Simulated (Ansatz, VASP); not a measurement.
## One calculation of CdTe, two programs

File INCAR:

```
PREC = Accurate
ENCUT = 600
EDIFF = 1E-6
ISMEAR = 0
SIGMA = 0.02
LREAL = False
LASPH = True
NELM = 80
ALGO = Normal
ISIF = 3
LWAVE = False
LCHARG = False
GGA = PE
IVDW = 12
IBRION = 2
NSW = 100
EDIFFG = -0.005
```

Contents of KPOINTS:

```
Automatic mesh
0
Gamma
  8 8 8
```

POSCAR

```
CdTe
1.0
    0.0000000000      3.2050000000      3.2050000000
    3.2050000000      0.0000000000      3.2050000000
    3.2050000000      3.2050000000      0.0000000000
Cd Te
1 1
Direct
    0.0000000000      0.0000000000      0.0000000000
    0.7500000000      0.7500000000      0.7500000000
```

Input for Ansatz:

```yaml
crystal:
  lattice:
    - [0.0, 3.205, 3.205]
    - [3.205, 0.0, 3.205]
    - [3.205, 3.205, 0.0]
  atoms:
    - { symbol: Cd, position: [0.0, 0.0, 0.0] }
    - { symbol: Te, position: [0.75, 0.75, 0.75] }
basis:
  ecutwfc: 420
kpoints:
  mp_grid: { grid: [8, 8, 8] }
hamiltonian:
  xc: pbe
  dispersion: d3bj
scf:
  occupations: { method: gaussian, width: 0.02 }
output:
  forces: true
  stress: true
  eigenvalues: true
  write_density: true
  write_potential: true
  elf: true
  volumetric_format: npy
relax:
  adjacent_minimum: "off"
  f_tol: 0.005
  max_steps: 80
  cell: { stress_tol: 0.05 }
```

Alike in both runs: task relaxation of cell and atoms; functional PBE; dispersion D3(BJ); k mesh 8 × 8 × 8; occupations gaussian, width 0.02 eV; no spin polarisation.

```csv
,VASP,Ansatz
version,VASP 6.6.1,Ansatz 0.2.0
potentials or method,"VASP PAW PBE potentials, release 64 (Cd, Te)","scalar-relativistic, plane waves, PAW"
plane-wave cutoff (eV),600,420
valence electrons in the cell,18,36
```

```tsv
	VASP	Ansatz	Ansatz less VASP
gap on the k mesh at the Fermi level, each at its own relaxed structure (eV)	0.71	0.72	+0.008
relaxed volume (Å³/atom)	34.67	34.59	-0.079
relaxed cell length with the largest relative difference (Å)	4.611	4.608	-0.0035
energy change over the relaxation (meV/atom)	-12	-11	+1.1
```

The two sets of potentials don't hold the same shells in valence.

Caveats: spin-orbit coupling is left out, which moves the levels of the heavy elements. Zero-point motion and thermal expansion aren't in these numbers. As with any semilocal functional, this PBE gap is likely too small.
